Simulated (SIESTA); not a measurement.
Sn in SIESTA: the effect of basis

The system is Sn.

```
Sn
1.0
    -2.94014    2.94014    1.59930
     2.94014   -2.94014    1.59930
     2.94014    2.94014   -1.59930
Sn
2
Direct
  0.00000 0.00000 0.00000
  0.75000 0.25000 0.50000
```

Alike in all runs:

- Program: SIESTA 5.4.2
- Task: single point
- Functional: PBE
- Potentials or basis: PseudoDojo 0.4 standard (PBE files)
- Grid cutoff: 500 Ry
- Energy shift: 0.003 Ry
- k mesh: 9 × 9 × 9
- Occupations: fermi-dirac, width 0.05 eV
- Spin: no spin polarisation

Task: One run gave: pressure 5.6 GPa. Which basis did it use?
A. TZDP
B. TZP
C. DZP
D. SZ
E. DZ

Result: D.

```csv
basis,pressure (GPa)
SZ,5.6
SZP,3.3
DZ,1.8
DZP,2.2
DZDP,2.1
TZP,2.0
TZDP,1.8
```

Caveats: the basis of atomic orbitals isn't converged, which shifts pressures, moduli and gaps; the basis has no polarisation orbitals (some runs).
